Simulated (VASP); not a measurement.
VASP inputs for CuCl (strained zincblende)

INCAR

```
ALGO = Normal
ISIF = 2
LCHARG = .FALSE.
LASPH = .TRUE.
LWAVE = .FALSE.
ENCUT = 520
IBRION = -1
PREC = Accurate
NELM = 120
NBANDS = 16
METAGGA = R2SCAN
ISMEAR = 0
LREAL = .FALSE.
NSW = 0
SIGMA = 0.01
EDIFF = 1E-7
```

KPOINTS

```
KPOINTS created by Atomic Simulation Environment
0
Gamma
8 8 8
0 0 0
```

KPOINTS_OPT

```
special points
6
Reciprocal
0.0000000000 0.0000000000 0.0000000000 1
-0.5000000000 -0.5000000000 0.0000000000 1
-0.3750000000 -0.3750000000 0.2500000000 1
-0.3750000000 0.0000000000 0.3750000000 1
0.0000000000 0.0000000000 0.5000000000 1
-0.5000000000 -0.2500000000 0.2500000000 1
```

POSCAR

```
Cu Cl
 1.0000000000000000
     0.0000000000000000    2.6251810560000002    2.6251810560000002
     2.6251810560000002    0.0000000000000000    2.6251810560000002
     2.6251810560000002    2.6251810560000002    0.0000000000000000
 Cu  Cl
   1   1
Cartesian
  0.0000000000000000  0.0000000000000000  0.0000000000000000
  1.3125905280000001  1.3125905280000001  1.3125905280000001
```

VASP ran with the recommended PBE PAW datasets (18 valence electrons in the cell).

Estimate the main results of this run.

gap between bands v and c 1.10 eV; least direct gap 1.10 eV; pressure 4.1 GPa.

Band v is the last that the valence electrons fill when counted band by band, and c is the next. Levels in eV from the top of v:

```csv
point,v−1,v,c,c+1
Γ,0.00,0.00,1.10,7.18
X,-1.36,-1.36,3.61,4.97
K,-1.23,-1.08,4.51,5.85
L,-0.69,-0.69,3.46,7.58
W,-1.35,-0.96,5.35,6.18
```
